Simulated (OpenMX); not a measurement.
## Zn: single point with PBE

Zn:

```
Zn
1.0
     0.00399    2.00457    1.96702
     1.95665   -0.00432    1.97532
     1.92741    1.98363    0.02492
Zn
1
Direct
  0.97223 0.01156 0.01002
```

The cell isn't the ideal one: cell strained at random at fixed volume.

* Program: OpenMX 3.8.5
* Task: single point
* Functional: PBE
* Potentials or basis: OpenMX 2013 PBE set, Zn6.0H-s3p2d1, grid cutoff 260 Ry
* k mesh: 9 × 9 × 9
* Occupations: fermi-dirac, width 0.05 eV
* Spin: no spin polarisation

The pressure is 5.6 GPa and the band gap on the k mesh is none (metal or under the smearing width).

Levels at points of the mesh, in eV from the Fermi level:
```csv
k point,band 7,band 8,band 9,band 10,band 11,band 12,band 13
"(0.00, 0.00, 0.00)",-7.87,-7.79,-7.53,-7.48,18.91,19.26,19.91
```

Run time: 15 s on 1 thread of Arm Neoverse V1, on a shared host, peak memory 0.18 GiB.

Caveat: the transition metal has a single d function, too few for pressures, volumes and moments; the real-space grid is coarse for these elements, which adds noise of up to some 20 meV/atom to energies and shifts forces, pressures and volumes; the real-space grid is too coarse here: the forces don't sum to zero and aren't listed, and the energy moves when atoms move against the grid; the basis of atomic orbitals isn't converged, which shifts pressures, moduli and gaps.
